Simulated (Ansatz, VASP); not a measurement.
## HfN: VASP beside Ansatz

```xyz
2
Lattice="0.0000 2.2560 2.2560 2.2560 0.0000 2.2560 2.2560 2.2560 0.0000" Properties=species:S:1:pos:R:3 pbc="T T T"
Hf    0.0000    0.0000    0.0000
N     2.2560    2.2560    2.2560
```

Alike in both runs: task single point; functional PBE; k mesh 11 × 11 × 11; no spin polarisation.

|  | VASP | Ansatz |
| --- | --- | --- |
| version | VASP 6.6.1 | Ansatz 0.2.0 |
| potentials or method | VASP PAW PBE potentials, release 64 (Hf_pv, N) | plane waves, PAW |
| plane-wave cutoff (eV) | 520 | 450 |
| occupations | fermi-dirac, width 0.1 eV | fermi-dirac |
| valence electrons in the cell | 15 | 31 |

Ansatz gave:

- pressure (GPa): 6.6

Task: Estimate VASP's values.

Result: Pressure (GPa): 4.3.

The two sets of potentials don't hold the same shells in valence.

The runs have no spin-orbit coupling, so splittings on Hf are missing.
